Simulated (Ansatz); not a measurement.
Runs of Ansatz 0.2.0 on Mg. Symmetry: P6_3/mmc, No. 194, hexagonal system. Conventional cell: a = 3.209 Å, b = 3.209 Å, c = 5.210 Å, α = 90.00°, β = 90.00°, γ = 120.00°. Mg (site symmetry -6m2) has 12 Mg at 3.20 to 3.21 Å as nearest neighbours. 

```tsv
task	level	cell	k mesh	cutoff (eV)	points for each segment of the path	mesh quality	gap on the mesh (eV)	pressure (GPa)	relaxed volume (Å³/atom)
band structure	LDA	as given	10 × 10 × 5	420	14	not flagged	none	-2.4	-
band structure	PBEsol	as given	10 × 10 × 5	420	14	not flagged	none	(c)	-
relaxation of cell and atoms	PBEsol0	relaxed	5 × 5 × 3	420	-	coarse	none	0.0	22.56
single point	r2SCANh	as given	5 × 5 × 3	500	-	coarse	none	-0.9	-
relaxation of cell and atoms	LDA	relaxed	10 × 10 × 5	420	-	not flagged	-	0.0	(a)
relaxation of cell and atoms	revPBE+D4	relaxed	10 × 10 × 5	420	-	not flagged	none	0.0	23.25
band structure	HSE06	as given	5 × 5 × 3	420	4	coarse	none	(b)	-
band structure	HSE03	as given	5 × 5 × 3	420	4	coarse	none	-0.4	-
```

Alike in all rows: potentials or basis Ansatz PAW; no spin polarisation; smearing fermi-dirac 0.05 eV.

Task: Fill in the values left out.

Result: (a) 21.69; (b) -0.5; (c) -1.0.

Caveats: some runs use coarse meshes; the PAW data sets come from PBE, with cores solved anew for the run's functional, which leaves a small shift of forces and pressure; the plane-wave basis is chosen anew once the cell has moved, so the energies of steps on either side of that aren't comparable (some runs); the thresholds are loose for stress (some runs); pairwise dispersion overbinds metals, which lowers pressure and volume (some runs).

A gap of «none» marks a metal or a gap under the smearing width.

Runs at the PBE level aren't shown here.
